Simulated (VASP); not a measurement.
Input of a VASP 6.6.1 run:

INCAR

```
SYSTEM = MgSe
ALGO = Normal
EDIFF = 1E-6
EDIFFG = -0.005
ENCUT = 600
GGA = PS
IBRION = 2
ISIF = 3
ISMEAR = -1
LASPH = .True.
LCHARG = .False.
LREAL = .False.
LWAVE = .False.
NELM = 60
NSW = 100
PREC = Accurate
SIGMA = 0.02
```

KPOINTS

```
k-points
0
Gamma
  8 8 8
  0 0 0
```

Contents of POSCAR:

```
MgSe
1.0
    0.0000000000      2.7963236656      2.7963236656
    2.7963236656      0.0000000000      2.7963236656
    2.7963236656      2.7963236656      0.0000000000
Mg Se
1 1
Direct
    0.0000000000      0.0000000000      0.0000000000
    0.5000000000      0.5000000000      0.5000000000
```

Potentials or basis: VASP PAW PBE potentials, release 64 (Mg, Se).

Launch:

```sh
$ cat potpaw_PBE.64/Mg/POTCAR potpaw_PBE.64/Se/POTCAR > POTCAR
$ mpirun -np 1 vasp_std > vasp.out
```

Problem. What does it give for the space group after relaxing (to 0.05 Å)?

Solution. Fm-3m (No. 225).

Problem. Predict the relaxed volume.

Solution. 20.21 Å³/atom.

Step by step:
```tsv
step	energy change (eV)	largest force (eV/Å)	pressure (GPa)	volume (Å³)
1	0.0000	0.0000	-4.36	43.73
2	-0.0475	0.0000	0.59	40.07
3	-0.0481	0.0000	0.01	40.42
```

Caveat: the PAW data sets were made with another functional, which shifts forces and pressure a little.
